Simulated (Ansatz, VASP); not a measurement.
## HfO2 in VASP and in Ansatz

The input POSCAR:

```
HfO2
1.0
    0.0000000000      2.5036332751      2.5036332751
    2.5036332751      0.0000000000      2.5036332751
    2.5036332751      2.5036332751      0.0000000000
Hf O
1 2
Direct
    0.0000000000      0.0000000000      0.0000000000
    0.2500000000      0.2500000000      0.2500000000
    0.7500000000      0.7500000000      0.7500000000
```

Contents of INCAR.step1:

```
  ALGO = Normal
  EDIFF = 1E-4
  ENCUT = 520
  GGA = PE
  ISMEAR = 0
  LASPH = True
  LCHARG = False
  LREAL = False
  LWAVE = True
  NBANDS = 18
  NELM = 100
  PREC = Accurate
  SIGMA = 0.01
```

INCAR.step2

```
  ALGO = Normal
  EDIFF = 1E-7
  ENCUT = 520
  ISIF = 2
  ISMEAR = 0
  ISTART = 1
  LASPH = True
  LCHARG = False
  LMIXTAU = True
  LREAL = False
  LWAVE = False
  METAGGA = R2SCAN
  NBANDS = 18
  NELM = 100
  PREC = Accurate
  SIGMA = 0.01
```

KPOINTS

```
k-points
0
Gamma
  8 8 8
```

Input for Ansatz:

```yaml
crystal:
  lattice:
    - [0.0, 2.5036332751, 2.5036332751]
    - [2.5036332751, 0.0, 2.5036332751]
    - [2.5036332751, 2.5036332751, 0.0]
  atoms:
    - { symbol: Hf, position: [0.0, 0.0, 0.0] }
    - { symbol: O, position: [0.25, 0.25, 0.25] }
    - { symbol: O, position: [0.75, 0.75, 0.75] }
kpoints:
  mp_grid: { grid: [8, 8, 8] }
hamiltonian:
  xc: r2scan
scf:
  occupations: { method: fixed }
  n_extra_bands: 4
output:
  forces: true
  stress: true
  eigenvalues: true
```

Alike in both runs: task single point; functional r2SCAN; k mesh 8 × 8 × 8; no spin polarisation.

|  | VASP | Ansatz |
| --- | --- | --- |
| version | VASP 6.6.1 | Ansatz 0.2.0 |
| potentials or method | VASP PAW PBE potentials, release 64 (Hf_pv, O) | plane waves, PAW |
| plane-wave cutoff (eV) | 520 | 500 |
| occupations | gaussian, width 0.01 eV | fixed |
| valence electrons in the cell | 22 | 38 |

|  | VASP | Ansatz | Ansatz less VASP |
| --- | --- | --- | --- |
| gap on the k mesh at the Fermi level (eV) | 4.41 | 4.38 | -0.021 |
| pressure (GPa) | 4.5 | 8.8 | +4.29 |

The two sets of potentials don't hold the same shells in valence.

Caveats: the PAW data sets were made with another functional, which shifts forces and pressure a little (VASP); spin-orbit coupling is left out, which moves the levels of the heavy elements. r2SCAN opens gaps a little over a GGA but as a rule still falls short of measured ones. A k mesh can miss the band edges.
